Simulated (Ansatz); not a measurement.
Cu:

```
Cu
1.0
     0.00000    1.80750    1.80750
     1.80750    0.00000    1.80750
     1.80750    1.80750    0.00000
Cu
1
Cartesian
  0.0000 0.0000 0.0000
```

```yaml
Program: Ansatz 0.2.0
Task: relaxation of cell and atoms
Functional: revPBE
Dispersion: D4
Potentials_or_basis: Ansatz PAW
Cutoff: "420 eV (not typed: the program's choice for these potentials)"
k_mesh: 13 × 13 × 13
Occupations: fermi-dirac, width 0.05 eV
Spin: no spin polarisation
```

At the start: volume 11.81 Å³/atom.

Question: Where does the relaxation end?

Answer: It ends after 7 steps and the volume is 11.22 Å³/atom (-5.0 %); space group Fm-3m (No. 225, to 0.05 Å).

Step by step:
```
step  energy change (eV)  largest force (eV/Å)  volume (Å³)
   1              0.0000                0.0000        11.81
   2             -0.0115                0.0000        11.50
   3             -0.0154                0.0000        11.19
   4             -0.0154                0.0000        11.22
   5             -0.0147                0.0000        11.22
   6             -0.0147                0.0000        11.22
   7             -0.0147                0.0000        11.22
```

Final structure:
```
Cu
1.0
     0.00000    1.77703    1.77703
     1.77703    0.00000    1.77703
     1.77703    1.77703    0.00000
Cu
1
Direct
  0.00000 0.00000 0.00000
```

Caveat: the plane-wave basis is chosen anew once the cell has moved, so the energies of steps on either side of that aren't comparable; the PAW data sets come from PBE, with cores solved anew for the run's functional, which leaves a small shift of forces and pressure.
